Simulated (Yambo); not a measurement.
# AlN (Fm-3m) in Yambo: further runs

One crystal, AlN, is run at these levels: PBE; tasks: GW quasiparticle levels.

Program: Yambo 5.3.0. These are calculated values, not measurements. Logs are shortened: lines on timing, memory, paths and dates and some standing lists are left out, and cuts for length are marked.

### 1 Starting point

Symmetry: Fm-3m, No. 225, cubic system. Conventional cell: a = 4.069 Å, b = 4.069 Å, c = 4.069 Å, α = 90.00°, β = 90.00°, γ = 90.00°. Around Al (site symmetry m-3m) lie 6 N at 2.03 Å. N (site symmetry m-3m) has 6 Al at 2.03 Å as nearest neighbours.

Measurements of this composition are mostly on another form, of space group No. 186.

### 2 GW quasiparticle levels, PBE

gw0.in

```
gw0
dyson
el_el_corr
rim_cut
HF_and_locXC
ppa
em1d
RandQpts= 1000000
RandGvec= 50 RL
EXXRLvcs= 84 Ry
VXCRLvcs= 84 Ry
Chimod= "HARTREE"
% BndsRnXp
 1 | 154 |
%
NGsBlkXp= 12 Ry
% LongDrXp
 1 | 1 | 1 |
%
PPAPntXp= 27.21138 eV
% GbndRnge
 1 | 154 |
%
GTermKind= "BG"
DysSolver= "n"
ExtendOut
% QPkrange
 1 | 8 | 2 | 8 |
%
```

scf.in

```
&CONTROL
  calculation = 'scf'
  prefix = 'pwscf'
  outdir = './tmp'
  pseudo_dir = './pseudo'
/
&SYSTEM
  ibrav = 0
  nat = 2
  ntyp = 2
  ecutwfc = 84
  nbnd = 9
  occupations = 'smearing'
  smearing = 'fd'
  degauss = 0.00367493
  force_symmorphic = .true.
/
&ELECTRONS
  conv_thr = 4d-10
  electron_maxstep = 120
  mixing_beta = 0.5
/
ATOMIC_SPECIES
Al    26.9815 Al.upf
N     14.0070 N.upf
CELL_PARAMETERS angstrom
   0.0000000000    2.0345180000    2.0345180000
   2.0345180000    0.0000000000    2.0345180000
   2.0345180000    2.0345180000    0.0000000000
ATOMIC_POSITIONS crystal
Al     0.5000000000    0.5000000000    0.5000000000
N      0.0000000000    0.0000000000    0.0000000000
K_POINTS automatic
12 12 12 0 0 0
```

nscf.in

```
&CONTROL
  calculation = 'nscf'
  prefix = 'pwscf'
  outdir = './tmp'
  pseudo_dir = './pseudo'
/
&SYSTEM
  ibrav = 0
  nat = 2
  ntyp = 2
  ecutwfc = 84
  nbnd = 154
  occupations = 'fixed'
  force_symmorphic = .true.
/
&ELECTRONS
  conv_thr = 1d-08
  diago_full_acc = .true.
  diago_thr_init = 1d-06
/
ATOMIC_SPECIES
Al    26.9815 Al.upf
N     14.0070 N.upf
CELL_PARAMETERS angstrom
   0.0000000000    2.0345180000    2.0345180000
   2.0345180000    0.0000000000    2.0345180000
   2.0345180000    2.0345180000    0.0000000000
ATOMIC_POSITIONS crystal
Al     0.5000000000    0.5000000000    0.5000000000
N      0.0000000000    0.0000000000    0.0000000000
K_POINTS automatic
4 4 4 0 0 0
```

gw0_1.in

```
gw0
dyson
el_el_corr
rim_cut
HF_and_locXC
ppa
em1d
RandQpts= 1000000
RandGvec= 50 RL
EXXRLvcs= 84 Ry
VXCRLvcs= 84 Ry
Chimod= "HARTREE"
% BndsRnXp
 1 | 154 |
%
NGsBlkXp= 12 Ry
% LongDrXp
 1 | 1 | 1 |
%
PPAPntXp= 27.21138 eV
% GbndRnge
 1 | 154 |
%
GTermKind= "BG"
DysSolver= "n"
ExtendOut
% QPkrange
 1 | 8 | 2 | 8 |
%
GfnQPdb= "E < gw0/ndb.QP"
```

gw0_2.in

```
gw0
dyson
el_el_corr
rim_cut
HF_and_locXC
ppa
em1d
RandQpts= 1000000
RandGvec= 50 RL
EXXRLvcs= 84 Ry
VXCRLvcs= 84 Ry
Chimod= "HARTREE"
% BndsRnXp
 1 | 154 |
%
NGsBlkXp= 12 Ry
% LongDrXp
 1 | 1 | 1 |
%
PPAPntXp= 27.21138 eV
% GbndRnge
 1 | 154 |
%
GTermKind= "BG"
DysSolver= "n"
ExtendOut
% QPkrange
 1 | 8 | 2 | 8 |
%
GfnQPdb= "E < gw0_1/ndb.QP"
```

gw0_3.in

```
gw0
dyson
el_el_corr
rim_cut
HF_and_locXC
ppa
em1d
RandQpts= 1000000
RandGvec= 50 RL
EXXRLvcs= 84 Ry
VXCRLvcs= 84 Ry
Chimod= "HARTREE"
% BndsRnXp
 1 | 154 |
%
NGsBlkXp= 12 Ry
% LongDrXp
 1 | 1 | 1 |
%
PPAPntXp= 27.21138 eV
% GbndRnge
 1 | 154 |
%
GTermKind= "BG"
DysSolver= "n"
ExtendOut
% QPkrange
 1 | 8 | 2 | 8 |
%
GfnQPdb= "E < gw0_2/ndb.QP"
```

Potentials or basis: PseudoDojo 0.4.1 SR PBE standard.

Run with:

```bash
> OMP_NUM_THREADS=1 pw.x -in scf.in > scf.out
> OMP_NUM_THREADS=1 pw.x -in nscf.in > nscf.out
> cd tmp/pwscf.save; p2y; mv SAVE ../..; cd ../..
> OMP_NUM_THREADS=1 yambo
> OMP_NUM_THREADS=1 yambo -F gw0.in -J gw0 -C gw0_out
> mkdir -p gw0_1; ln -s $PWD/gw0/ndb.pp* gw0_1/
> OMP_NUM_THREADS=1 yambo -F gw0_1.in -J gw0_1 -C gw0_1_out
> # levels in gw0_1/ndb.QP reset to Eo + Z (Sx + Sc(Eo) - Vxc - shift), the shift holding the valence top or Fermi level at zero
> mkdir -p gw0_2; ln -s $PWD/gw0/ndb.pp* gw0_2/
> OMP_NUM_THREADS=1 yambo -F gw0_2.in -J gw0_2 -C gw0_2_out
> # levels in gw0_2/ndb.QP reset to Eo + Z (Sx + Sc(Eo) - Vxc - shift), the shift holding the valence top or Fermi level at zero
> mkdir -p gw0_3; ln -s $PWD/gw0/ndb.pp* gw0_3/
> OMP_NUM_THREADS=1 yambo -F gw0_3.in -J gw0_3 -C gw0_3_out
> # levels in gw0_3/ndb.QP reset to Eo + Z (Sx + Sc(Eo) - Vxc - shift), the shift holding the valence top or Fermi level at zero
```

Yambo's report:

```text
[... sections 02.01 to 02.04 as in the set-up run ...]

  [02.05] Energies & Occupations
  ==============================

  [X] === General ===
  [X] Electronic Temperature                        :  0.000000  0.000000 [eV K]
  [X] Bosonic    Temperature                        :  0.000000  0.000000 [eV K]
  [X] Finite Temperature mode                       : no
  [X] El. density                                   :  0.47498E+24 [cm-3]
  [X] Fermi Level                                   :  10.94062 [eV]

  [X] === Gaps and Widths ===
  [X] Conduction Band Min                           :  4.485720 [eV]
  [X] Valence Band Max                              :  0.000000 [eV]
  [X] Filled Bands                                  :   4
  [X] Empty Bands                                   :    5  154
  [X] Direct Gap                                    :  5.423195 [eV]
  [X] Direct Gap localized at k                     :  1
  [X] Indirect Gap                                  :  4.485720 [eV]
  [X] Indirect Gap between kpts                     :   1   7
  [X] Last valence band width                       :  3.845244 [eV]
  [X] 1st conduction band width                     :  3.790421 [eV]

 [03] Transferred momenta grid and indexing
 ==========================================

 IBZ Q-points                                      :   8
 BZ  Q-points                                      :   64

 K/Q-points units:
 rlu = crystal or reduced units; cc = cartesian coordinates; iku = interal k-units

 Q [1]          [rlu]:  0.000000  0.000000  0.000000
 Q [2]          [rlu]: -0.42975E-17 -0.42975E-17  0.25000
 Q [3]          [rlu]:  0.85950E-17  0.85950E-17 -0.50000
 Q [4]          [rlu]:  0.41528E-17  0.25000      0.25000
 Q [5]          [rlu]: -0.15069E-16  0.25000      0.50000
 Q [6]          [rlu]:  0.85950E-17  0.25000     -0.25000
 Q [7]          [rlu]: -0.83056E-17 -0.50000     -0.50000
 Q [8]          [rlu]:  0.250000 -0.500000 -0.250000

 [04] Coloumb potential Random Integration (RIM)
 ===============================================

  [04.01] RIM initialization
  ==========================

  * Diagonal components only detected *

  8 x (sBL volume)        :  0.272796 [a.u.]
  sBZ random points       :  1000000
  Points outside the sBZ  :   7996195
  RL volume               :  2.182370 [a.u.]
  Integrated volume       :  2.183409 [a.u.]

  [04.02] RIM integrals
  =====================

  Gamma point sphere radius             :  0.117642 [a.u.]
  Points outside the sphere             :   799659
  [Int_sBZ(q=0) 1/q^2]*(Vol_sBZ)^(-1/3) =:  7.764404
                                 should be <:  7.795600
  [WR./gw0//ndb.RIM]--------------------------------------------------------------
   Brillouin Zone Q/K grids (IBZ/BZ)                :    8   64    8   64
   Coulomb cutoff potential                         : none
   Coulombian RL components                         :   51
   Coulombian diagonal components                   : yes
   RIM random points                                :  1000000
   RIM  RL volume             [a.u.]                :  2.183409
   Real RL volume             [a.u.]                :  2.182370
   Eps^-1 reference component                       : 0
   Eps^-1 components                                :  0.000000  0.000000  0.000000
   RIM anysotropy factor                            :  0.000000

  Summary of Coulomb integrals for non-metallic bands |Q|[au] RIM/Bare

  Q [1] 0.100000E-4 0.995998 * Q [2] 0.353826 1.065683
  Q [4] 0.408563 1.065194 * Q [6] 0.577796 1.026119
  Q [5] 0.677526 1.019967 * Q [3] 0.707653 1.016617
  Q [7] 0.817127 1.013307 * Q [8] 0.913576 1.010445

 [05] Dipoles
 ============

  [05.01] Setup: observables and procedures
  =========================================

  [WF-Oscillators/G space/Transverse up loader] Normalization (few states)  min/max  :  0.25019E-16   1.0000
[... 98 lines left out ...]
 <7|nlXC|7> = -4.520396 -0.30706E-17 <7|lXC|7> = -10.52860  0.47222E-16
 <8|nlXC|8> = -4.520389  0.15382E-17 <8|lXC|8> = -10.52860  0.74874E-23
[... 55 lines left out ...]
  Corrections @ K [8] :  [eV]
 <2|nlXC|2> = -19.28656 -0.69429E-17 <2|lXC|2> = -13.94623  0.94548E-16
 <3|nlXC|3> = -19.28656 -0.13525E-16 <3|lXC|3> = -13.94623  0.94483E-16
 <4|nlXC|4> = -19.09638 -0.19328E-16 <4|lXC|4> = -14.56602 -0.16500E-15
 <5|nlXC|5> = -7.517501 -0.21570E-17 <5|lXC|5> = -13.25631 -0.23639E-15
 <6|nlXC|6> = -7.133501 -0.90123E-18 <6|lXC|6> = -13.62427 -0.28266E-15
 <7|nlXC|7> = -7.133516  0.19741E-17 <7|lXC|7> = -13.62427  0.14159E-15
 <8|nlXC|8> = -4.880261 -0.49227E-17 <8|lXC|8> = -11.29938  0.23584E-16

  [07.01] Hartree-Fock occupations report
  =======================================

  [Hartree-Fock] === General ===
  [Hartree-Fock] Electronic Temperature             :  0.000000  0.000000 [eV K]
  [Hartree-Fock] Bosonic    Temperature             :  0.000000  0.000000 [eV K]
  [Hartree-Fock] Finite Temperature mode            : no
  [Hartree-Fock] El. density                        :  0.47498E+24 [cm-3]
  [Hartree-Fock] Fermi Level                        :  10.94062 [eV]

  [Hartree-Fock] === Gaps and Widths ===
  [Hartree-Fock] Conduction Band Min                :  9.437235 [eV]
  [Hartree-Fock] Valence Band Max                   : -3.695364 [eV]
  [Hartree-Fock] Filled Bands                       :   4
  [Hartree-Fock] Empty Bands                        :    5  154
  [Hartree-Fock] Direct Gap                         :  14.52157 [eV]
  [Hartree-Fock] Direct Gap localized at k          :  1
  [Hartree-Fock] Indirect Gap                       :  13.13260 [eV]
  [Hartree-Fock] Indirect Gap between kpts          :   1   7
  [Hartree-Fock] Last valence band width            :  4.680236 [eV]
  [Hartree-Fock] 1st conduction band width          :  4.463304 [eV]

 [08] Dyson equation: Newton solver
 ==================================

 [WARNING] Response block size in GW reduced to 89      RL (6343    mHa)

  [08.01] G0W0 (W PPA)
  ====================

  [  GW  ] Bands range     :    1  154
  [GW/PPA] G damping       :  0.100000 [eV]

  QP @ state[ 1 ] K range:   1   8
  QP @ state[ 1 ] b range:   2   8

   Current Q-pt index             :  1
   :: PP condition fails/total    :  0.266633
   :: Time ordering fails/rest    :  0.501808
   :: Mean rel dev of PP cond     :  0.266558
   Current Q-pt index             :  2
   :: PP condition fails/total    :  0.276733
   :: Time ordering fails/rest    :  0.494327
   :: Mean rel dev of PP cond     :  0.276678
   Current Q-pt index             :  3
   :: PP condition fails/total    :  0.267643
   :: Time ordering fails/rest    :  0.502155
   :: Mean rel dev of PP cond     :  0.267598
   Current Q-pt index             :   4
[... 5 lines left out ...]
   :: Time ordering fails/rest    :  0.493903
   :: Mean rel dev of PP cond     :  0.264807
   Current Q-pt index             :   6
   :: PP condition fails/total    :  0.271430
   :: Time ordering fails/rest    :  0.505458
   :: Mean rel dev of PP cond     :  0.271368
   Current Q-pt index             :   7
   :: PP condition fails/total    :  0.263351
   :: Time ordering fails/rest    :  0.499572
   :: Mean rel dev of PP cond     :  0.263315
   Current Q-pt index             :   8
   :: PP condition fails/total    :  0.261836
   :: Time ordering fails/rest    :  0.497178
   :: Mean rel dev of PP cond     :  0.261785

  [08.02] QP properties and I/O
  =============================

  Legend (energies in eV)
  - B  : Band       - Eo  : bare energy
  - E  : QP energy  - Z   : Renormalization factor
  - So : Sc(Eo)     - S   : Sc(E)
  - dSp: Sc derivative precision

  - lXC: Local XC (Perdew, Burke & Ernzerhof(X)+Perdew, Burke & Ernzerhof(C))
  -nlXC: non-Local XC (Hartree-Fock)

  QP [eV] @ K [1] (iku):  0.000000  0.000000  0.000000
   B=2 Eo= -0.00 E= -0.78 E-Eo= -0.78 Re(Z)=0.80 Im(Z)=-0.990715E-3 nlXC= -21.2350 lXC= -17.5396 So=  2.72275
   B=3 Eo= -0.00 E= -0.79 E-Eo= -0.79 Re(Z)=0.80 Im(Z)=-0.990700E-3 nlXC= -21.2350 lXC= -17.5396 So=  2.71123
   B=4 Eo=  0.00 E= -0.78 E-Eo= -0.78 Re(Z)=0.80 Im(Z)=-0.990695E-3 nlXC= -21.2350 lXC= -17.5396 So=  2.72513
   B=5 Eo=  5.42 E=  6.07 E-Eo=  0.65 Re(Z)=0.82 Im(Z)=-0.947968E-3 nlXC= -9.13171 lXC= -14.5347 So= -4.60432
   B=6 Eo= 12.15 E= 12.77 E-Eo=  0.62 Re(Z)=0.74 Im(Z)=  0.02853 nlXC= -4.52037 lXC=-10.52860 So= -5.17043
   B=7 Eo= 12.15 E= 12.76 E-Eo=  0.61 Re(Z)=0.74 Im(Z)=  0.02844 nlXC= -4.52040 lXC=-10.52860 So= -5.18239
   B=8 Eo= 12.15 E= 12.76 E-Eo=  0.61 Re(Z)=0.74 Im(Z)=  0.02847 nlXC= -4.52039 lXC=-10.52860 So= -5.18437
[... 55 lines left out ...]
  QP [eV] @ K [8] (iku): -0.500000  0.250000  0.000000
   B=2 Eo= -5.59 E= -6.94 E-Eo= -1.35 Re(Z)=0.79 Im(Z)=-0.117878E-2 nlXC= -19.2866 lXC= -13.9462 So=  3.64191
   B=3 Eo= -5.59 E= -6.93 E-Eo= -1.34 Re(Z)=0.79 Im(Z)=-0.118064E-2 nlXC= -19.2866 lXC= -13.9462 So=  3.64906
   B=4 Eo= -3.85 E= -4.98 E-Eo= -1.13 Re(Z)=0.80 Im(Z)=-0.233083E-2 nlXC= -19.0964 lXC= -14.5660 So=  3.11577
   B=5 Eo=  7.94 E=  8.77 E-Eo=  0.83 Re(Z)=0.83 Im(Z)=-0.325328E-3 nlXC= -7.51750 lXC= -13.2563 So= -4.73874
   B=6 Eo= 10.62 E= 11.58 E-Eo=  0.96 Re(Z)=0.81 Im(Z)=-0.136543E-2 nlXC= -7.13350 lXC= -13.6243 So= -5.31475
   B=7 Eo= 10.62 E= 11.58 E-Eo=  0.96 Re(Z)=0.81 Im(Z)=-0.123792E-2 nlXC= -7.13352 lXC= -13.6243 So= -5.31062
   B=8 Eo= 12.08 E= 12.62 E-Eo=  0.55 Re(Z)=0.81 Im(Z)=-0.196588E-2 nlXC= -4.88026 lXC= -11.2994 So= -5.74665

  [WR./gw0//ndb.QP]---------------------------------------------------------------
   Lattice constants                                :  3.844682  3.844682  3.844682
   Coulomb cutoff potential                         : none
   Electronic Temperature                           :  0.000000 [K]
   Bosonic    Temperature                           :  0.000000 [K]
   Green`s function   energies                      : Perdew, Burke & Ernzerhof(X)+Perdew, Burke & Ernzerhof(C)
   wavefunctions                                    : Perdew, Burke & Ernzerhof(X)+Perdew, Burke & Ernzerhof(C)
   PPA    diel. fun.  energies                      : Perdew, Burke & Ernzerhof(X)+Perdew, Burke & Ernzerhof(C)
   wavefunctions                                    : Perdew, Burke & Ernzerhof(X)+Perdew, Burke & Ernzerhof(C)
   QP tot states                                    :   56
   GW solver                                        : Newton
   GW approximation                                 : PPA
   PPA imaginary Energy                             :  27.21138 ev
   RIM G`s                                          :   51
   RIM random pts                                   :  1000000
   dS/dw steps                                      :  2
   dS/dw step                                       :  0.100000 ev
   X G`s                                            :   89 used
   X G`s                                            :   89 disk
   X bands                                          :    1  154
   X poles                                          :  100.0000 o/o
   X e/h E range                                    : -1.000000 -1.000000 ev
   X Hxc Kernel                                     : HARTREE
   X BZ energy Double Grid                          : no
   X Optical Averaged directions                    : none
   Sc/G bands                                       :    1  154
   Sc/G damping                                     :  0.100000 ev
   Sc bands terminator                              : yes
   Sc terminator kind                               : BG
   Sc Terminator pole                               :  40.81708
   Sx RL components                                 :  1471

   QP @ state[ 1 ] K range                          :   1   8
   QP @ state[ 1 ] b range                          :   2   8
   GF energies kind                                 : Perdew, Burke & Ernzerhof(X)+Perdew, Burke & Ernzerhof(C)
   GF WF`s kind                                     : Perdew, Burke & Ernzerhof(X)+Perdew, Burke & Ernzerhof(C)
   Xs energies kind                                 : Perdew, Burke & Ernzerhof(X)+Perdew, Burke & Ernzerhof(C)
   Xs WF`s kind                                     : Perdew, Burke & Ernzerhof(X)+Perdew, Burke & Ernzerhof(C)
```

Results:

| Item | Value |
| --- | --- |
| Band gap on the k mesh, mean-field level | 4.49 eV, indirect (least direct gap 5.42 eV) |
| Quasiparticle gap | 5.96 eV |
| Least direct quasiparticle gap | 7.08 eV |
| Quasiparticle gap at Γ | 7.08 eV |
| Band gap of the same states before the correction | 4.49 eV |

Quasiparticle terms (eV):
```
               k point  band  Kohn-Sham level     Vxc      Σx     Σc     Z  result
 (0.000, 0.000, 0.000)     2             0.00  -17.54  -21.23   2.80  0.81    0.00
 (0.000, 0.000, 0.000)     3             0.00  -17.54  -21.23   2.79  0.81   -0.01
 (0.000, 0.000, 0.000)     4             0.00  -17.54  -21.23   2.80  0.81    0.00
 (0.000, 0.000, 0.000)     5             5.42  -14.53   -9.13  -4.30  0.83    7.08
 (0.000, 0.000, 0.000)     6            12.15  -10.53   -4.52  -4.83  0.85   13.92
 (0.000, 0.000, 0.000)     7            12.15  -10.53   -4.52  -4.84  0.85   13.91
 (0.000, 0.000, 0.000)     8            12.15  -10.53   -4.52  -4.85  0.85   13.91
 (0.000, 0.000, 0.250)     2            -4.29  -15.15  -20.12   3.43  0.80   -4.80
 (0.000, 0.000, 0.250)     3            -0.57  -17.15  -21.00   2.88  0.81   -0.63
 (0.000, 0.000, 0.250)     4            -0.57  -17.15  -21.00   2.89  0.81   -0.62
 (0.000, 0.000, 0.250)     5             6.73  -13.05   -7.54  -4.44  0.84    8.38
 (0.000, 0.000, 0.250)     6            10.98  -14.10   -7.38  -5.08  0.83   13.07
 (0.000, 0.000, 0.250)     7            12.24  -10.73   -4.62  -5.00  0.84   13.94
 (0.000, 0.000, 0.250)     8            12.24  -10.73   -4.62  -5.01  0.84   13.93
(0.000, 0.000, -0.500)     2            -8.17  -13.13  -19.30   4.21  0.79   -9.02
(0.000, 0.000, -0.500)     3            -1.04  -16.91  -20.92   2.98  0.81   -1.15
(0.000, 0.000, -0.500)     4            -1.04  -16.91  -20.92   2.98  0.81   -1.15
(0.000, 0.000, -0.500)     5             6.04  -12.18   -6.99  -4.29  0.84    7.56
(0.000, 0.000, -0.500)     6            10.92  -10.49   -4.67  -4.86  0.85   12.49
(0.000, 0.000, -0.500)     7            10.92  -10.49   -4.67  -4.86  0.85   12.49
```

Caveat: the k mesh is coarse (spacing up to 0.67 Å⁻¹), so the values aren't converged; between passes the levels were reset to the linearisation about the Kohn-Sham level, since this version mixes two points of expansion; the levels printed in its table differ; this version prints the column dSc/dw multiplied by 27.2; the terminator is approximate in this version, by hundredths of an eV.

(Part 1 of 2 ends here.)
